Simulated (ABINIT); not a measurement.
The system is Os.

```xyz
2
Lattice="2.7341 0.0000 0.0000 -1.3671 2.3678 0.0000 0.0000 0.0000 4.3197" Properties=species:S:1:pos:R:3 pbc="T T T"
Os    1.3671    0.7893    3.2398
Os    0.0000    1.5785    1.0799
```

Base run:

```yaml
Program: ABINIT 10.8.3 (patched build)
Functional: AM05
Potentials_or_basis: JTH PAW PBE v2.0
Cutoff: 408 eV
k_mesh: 11 × 11 × 6
Occupations: fermi-dirac, width 0.05 eV
Spin: no spin polarisation
```

Its results: band gap on the k mesh none (metal or under the smearing width); pressure -5.5 GPa.

**Question.** After a change of settings the same cell gave: band gap on the k mesh none (metal or under the smearing width); pressure -9.0 GPa. Which change was it?
A. functional from AM05 to HCTH407
B. functional from AM05 to PBE; spin from no spin polarisation to spin-orbit coupling, no magnetisation
C. functional from AM05 to revPBE
D. functional from AM05 to SOGGA

**Answer.** A.

Caveats: the PAW data sets were made with another functional, which shifts forces and pressure a little.

Not every run made on this cell is shown here.
